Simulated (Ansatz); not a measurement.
# ZnSe: stress in a strained cell

ZnSe is deformed so: zz strain of +2 %. What stress and forces result, by LAPW, PAW and all-electron datasets made for the crystal?

Computed with Ansatz 0.2.0 (DFT LDA, scalar-relativistic, unless a step's input says otherwise).

2 further runs of the same task are left out: 2 set aside as unsound or not needed.

## (1) Starting point

Symmetry: F-43m, No. 216, cubic system. Conventional cell: a = 5.668 Å, b = 5.668 Å, c = 5.668 Å, α = 90.00°, β = 90.00°, γ = 90.00°. Zn (site symmetry -43m) is surrounded by 4 Se at 2.45 Å. Around Se (site symmetry -43m) lie 4 Zn at 2.45 Å.

Structure file:

```cif
data_structure
_symmetry_space_group_name_H-M 'F-43m'
_symmetry_Int_Tables_number 216
_cell_length_a 5.6676
_cell_length_b 5.6676
_cell_length_c 5.6676
_cell_angle_alpha 90.000
_cell_angle_beta 90.000
_cell_angle_gamma 90.000
_cell_volume 182.05
loop_
_atom_site_label
_atom_site_type_symbol
_atom_site_symmetry_multiplicity
_atom_site_Wyckoff_symbol
_atom_site_fract_x
_atom_site_fract_y
_atom_site_fract_z
_atom_site_occupancy
Zn1 Zn 4 a 0.00000 0.00000 0.00000 1
Se1 Se 4 c 0.25000 0.25000 0.25000 1
```

The file gives the conventional cell by its symmetry; the runs use the cell typed in the input.

Atoms are numbered in the order of the input: Zn1, Se2.

## (2) The deformed structure

Space group F-43m before, I-4m2 after.

## (3) Full-potential LAPW

input.yaml

```yaml
crystal:
  lattice:
    - [0.0, 2.8338, 2.890476]
    - [2.8338, 0.0, 2.890476]
    - [2.8338, 2.8338, 0.0]
  atoms:
    - { symbol: Zn, position: [0.0, 0.0, 0.0] }
    - { symbol: Se, position: [0.75, 0.75, 0.75] }
kpoints:
  mp_grid: { grid: [8, 8, 8] }
  band_path:
    path:
      - [0.0, 0.0, 0.0]
      - [0.5, 0.0, 0.5]
      - [0.75, 0.25, 0.5]
      - [0.5, 0.5, 0.5]
      - [0.0, 0.0, 0.0]
      - [0.5, 0.5, 0.0]
      - [0.6298539023, 0.6298539023, 0.2597078047]
      - [0.3701460977, 0.3701460977, 0.7402921953]
      - [0.0, 0.0, 0.0]
    npoints: 5
scf:
  occupations: { method: fermi_dirac, width: 0.03 }
hamiltonian:
  xc: lda
  pseudopotentials: { kind: all_electron, lapw: { basis_error: 0.001 } }
output:
  forces: true
  stress: true
  eigenvalues: true
```

Launch:

```sh
$ ansatz run input.yaml --threads 1 --pin off --max-ram 3072MiB --backend cpu --events-out ev --progress --plain --runs-dir out
```

The log of the run, cut to the lines that bear on the results:

```text
LAPW: plane waves up to 8.961 Å⁻¹, error target 1.0e-3 eV per atom; small_component_spin mean_spin; Zn in spheres of 1.256 Å, 20 of its electrons in bands, Dirac shells []; Se in spheres of 1.215 Å, 24 of its electrons in bands, Dirac shells []
[...]
Pseudopotentials: kind: all_electron
Pseudopotential: Zn, LAPW, valence charge 20, Koelling and Harmon's equation, gaussian nucleus
Pseudopotential: Se, LAPW, valence charge 24, Koelling and Harmon's equation, gaussian nucleus
Functional definition: SPW92
[...]
Crystal: 2 atoms, lattice volume = 46.423 Å³
Basis set: ecut = 305.9356499505152 eV, 545 PW (Γ), exchange–correlation at level 2
Bands: 27, of which v1, the nominal top of the filled ones, is band 22 counted from 1 (21 counted from 0)
Symmetry: 8 space group operations
Space group: I-4m2 (ITA 119), of the structure as read, at distance tolerance 3.6e-5 Å
k-points: 59 of 512 (time reversal used)
[...]
SCF iter   1: F=—  HF=-114841.918199 eV  |F-HF|=—  |Δ(HF+E_count)|=         —  Δρ=2.92e-2  dr2=6.51e-1  ethr=1.48e-3  ⟨swp⟩=2.0  Hψ=10054  notcnv=0
[...]
the basis was enlarged: its passes take 30.3 KiB over the memory plan, 1 of 1 planned eigensolver slots
[...]
SCF iter   7: F=-114841.608415 eV  HF=-114841.608415 eV  |F-HF|=2.62e-8  |Δ(HF+E_count)|=   1.01e-7  Δρ=6.11e-6  dr2=1.04e-8  ethr=1.93e-9  ⟨swp⟩=2.0  Hψ=4546  notcnv=0
[...]
NSCF: frozen V_eff on 41 k-points
SCF converged after 7 iterations
Free energy (F): -114841.608415 eV
[...]
E sigma→0 (E₀):  -114841.608415 eV
Fermi energy:    7.933583 eV
[...]
--- Forces (eV/Å), atoms counted from 1 ---
  atom   1  Zn    -0.00000000    -0.00000000     0.00000000
  atom   2  Se     0.00000000     0.00000000     0.00000000
[...]
--- Stress (GPa, compression-positive) ---
       -4.159476      -0.000000      -0.000000
       -0.000000      -4.159476      -0.000000
       -0.000000      -0.000000      -4.979172
  P = ⅓ Tr σ = -4.4327 GPa (-44.327 kbar)
--- Band table (eV; the first three rows and the last of 59) ---
  k-point 0: bands = ["-198.7415", "-138.7803", "-138.7767", "-138.7767", "-116.9474", "-71.5822", "-71.5822", "-71.5772", "-39.5372", "-39.5372", "-39.5342", "-39.5339", "-39.5300", "-5.7617", "0.8413", "0.8495", "0.8495", "1.1874", "1.1914", "7.3833", "7.4583", "7.4583", "8.3855", [...]
[...]
```

Wall time 15 s (1 thread of Intel Xeon 6975P-C (Granite Rapids), shared host); peak memory 0.39 GiB.

In short: pressure -4.43 GPa; gap 0.93 eV, direct at Γ.

## (4) PAW with frozen cores

input.yaml

```yaml
crystal:
  lattice:
    - [0.0, 2.8338, 2.890476]
    - [2.8338, 0.0, 2.890476]
    - [2.8338, 2.8338, 0.0]
  atoms:
    - { symbol: Zn, position: [0.0, 0.0, 0.0] }
    - { symbol: Se, position: [0.75, 0.75, 0.75] }
kpoints:
  mp_grid: { grid: [8, 8, 8] }
scf:
  occupations: { method: fermi_dirac, width: 0.03 }
hamiltonian:
  xc: lda
  pseudopotentials: { kind: paw }
output:
  forces: true
  stress: true
  eigenvalues: true
  efg: { contact_densities: true }
```

Launch:

```sh
$ ansatz run input.yaml --threads 1 --pin off --max-ram 3072MiB --backend cpu --events-out ev --progress --plain --runs-dir out
```

The log of the run, cut to the lines that bear on the results:

```text
[...]
Pseudopotentials: kind: paw
Pseudopotential: Zn, paw, valence charge 12, recommended cutoff 420 eV (normal)
Pseudopotential: Se, paw, valence charge 16, recommended cutoff 420 eV (normal)
[... 1 set-up line as earlier in the session ...]
[...]
Crystal: 2 atoms, lattice volume = 46.423 Å³
Basis set: ecut = 420 eV, 909 PW (Γ)
Bands: 18, of which v1, the nominal top of the filled ones, is band 14 counted from 1 (13 counted from 0)
[... 2 set-up lines as earlier in the session ...]
k-points: 59 of 512 (time reversal used)
[...]
SCF iter   1: F=—  HF=-8630.802637 eV  |F-HF|=—  |Δ(HF+E_count)|=         —  Δρ=5.32e-3  dr2=8.28e-3  ethr=1.77e-3  ⟨swp⟩=6.0  Hψ=5430  notcnv=0
[...]
  atom   1  Zn     0.00000000     0.00000000    -0.00000000
  atom   2  Se    -0.00000000     0.00000000     0.00000000
[...]
--- Stress (GPa, compression-positive) ---
       -4.179327       0.000000       0.000000
        0.000000      -4.179327      -0.000000
        0.000000      -0.000000      -4.999976
  P = ⅓ Tr σ = -4.4529 GPa (-44.529 kbar)
--- PAW observables at the nuclei: V_zz in 10²¹ V/m², potentials from the cell's mean, atoms counted from 1 ---
  atom   1  Zn V_zz =    -0.326140   η = 0.0000   by run symmetry: allowed
            electrostatic potential = -3941.579013 V   contact ρ = 165744.332693 e/Å³
  atom   2  Se V_zz =    +0.869280   η = 0.0000   by run symmetry: allowed
            electrostatic potential = -4709.085849 V   contact ρ = 261619.927761 e/Å³
--- Band table (eV; the first three rows and the last of 59) ---
  k-point 0: bands = ["-40.8281", "-40.8281", "-40.8249", "-40.8249", "-40.8208", "-7.0094", "-0.4082", "-0.3998", "-0.3998", "-0.0621", "-0.0586", "6.1354", "6.2106", "6.2106", "7.1376", "11.9052", "11.9052", "11.9158"]
[...]
```

It took 3.2 s on 1 thread of Intel Xeon 6975P-C (Granite Rapids), shared host; peak memory 0.45 GiB.

Result: pressure -4.45 GPa; gap on the k mesh 0.93 eV; Vzz Zn1 -0.33 (η = 0.00), Se2 0.87 (η = 0.00) (10²¹ V/m²).

## (5) Datasets made for this crystal

input.yaml, as its differences from that of step 4:

```diff
@@ -14,3 +14,3 @@
   xc: lda
-  pseudopotentials: { kind: paw }
+  pseudopotentials: { kind: all_electron, datasets: crystal }
 output:
```

Launch:

```sh
$ ansatz run input.yaml --threads 1 --pin off --max-ram 3072MiB --backend cpu --events-out ev --progress --plain --runs-dir out
```

The log of the run, cut to the lines that bear on the results:

```text
[...]
[... 1 set-up line as earlier in the session ...]
Pseudopotential: Zn, paw, valence charge 12, recommended cutoff 220 eV (normal), Koelling and Harmon's equation, gaussian nucleus
Pseudopotential: Se, paw, valence charge 16, recommended cutoff 220 eV (normal), Koelling and Harmon's equation, gaussian nucleus
[... 1 set-up line as earlier in the session ...]
[...]
Crystal: 2 atoms, lattice volume = 46.423 Å³
Basis set: ecut = 220 eV, 331 PW (Γ)
Bands: 13, of which v1, the nominal top of the filled ones, is band 9 counted from 1 (8 counted from 0)
[... 2 set-up lines as earlier in the session ...]
k-points: 59 of 512 (time reversal used)
[...]
SCF iter   1: F=—  HF=-114841.900884 eV  |F-HF|=—  |Δ(HF+E_count)|=         —  Δρ=3.29e-2  dr2=8.10e-1  ethr=4.55e-3  ⟨swp⟩=3.3  Hψ=4515  notcnv=0
[...]
  atom   1  Zn     0.00000000    -0.00000000     0.00000000
  atom   2  Se    -0.00000000    -0.00000000    -0.00000000
[...]
--- Stress (GPa, compression-positive) ---
       -4.163003       0.000000       0.000000
        0.000000      -4.163003      -0.000000
        0.000000      -0.000000      -4.982487
  P = ⅓ Tr σ = -4.4362 GPa (-44.362 kbar)
  It holds what live shells' own plane waves past their cutoff add
--- PAW observables at the nuclei: V_zz in 10²¹ V/m², potentials from the cell's mean, atoms counted from 1 ---
  atom   1  Zn V_zz =    -0.322374   η = 0.0000   by run symmetry: allowed
            electrostatic potential = -3938.113059 V   contact ρ = 165812.844259 e/Å³
  atom   2  Se V_zz =    +0.883201   η = 0.0000   by run symmetry: allowed
            electrostatic potential = -4705.571425 V   contact ρ = 261685.663100 e/Å³
--- Band table (eV; the first three rows and the last of 59) ---
  k-point 0: bands = ["-5.7617", "0.8417", "0.8498", "0.8498", "1.1878", "1.1918", "7.3833", "7.4583", "7.4583", "8.3856", "13.1539"]
[...]
```

It took 7.3 s on 1 thread of Intel Xeon 6975P-C (Granite Rapids), shared host; peak memory 0.63 GiB.

This run gives: pressure -4.44 GPa; gap on the k mesh 0.93 eV; Vzz Zn1 -0.32 (η = 0.00), Se2 0.88 (η = 0.00) (10²¹ V/m²).

## (6) Side by side

Stress (GPa, compression positive):

```csv
method,xx,yy,zz,yz,xz,xy
"LAPW, undeformed (earlier run)",-3.37,-3.37,-3.37,0.00,0.00,0.00
LAPW,-4.16,-4.16,-4.98,0.00,0.00,0.00
PAW,-4.18,-4.18,-5.00,0.00,0.00,0.00
crystal datasets,-4.16,-4.16,-4.98,0.00,0.00,0.00
```

| method | pressure (GPa) | gap on the k mesh (eV) | Vzz Zn1 (10²¹ V/m²) | Vzz Se2 (10²¹ V/m²) | SCF cycles, all passes |
| --- | --- | --- | --- | --- | --- |
| LAPW | -4.43 | 0.93 | – | – | 7 |
| PAW | -4.45 | 0.93 | -0.33 | 0.87 | 6 |
| crystal datasets | -4.44 | 0.93 | -0.32 | 0.88 | 9 |

## (7) Outcome

```
                                 quantity                                              value
                                 pressure  LAPW -4.43, PAW -4.45, crystal datasets -4.44 GPa
largest shear or deviatoric stress (LAPW)                                           0.55 GPa
```

Against the undeformed cell the largest change of stress is -1.61 GPa, in the zz component, with the atoms carried along and not relaxed. PAW: stress within 0.02 GPa of LAPW. Crystal datasets: stress within 0.01 GPa of LAPW.
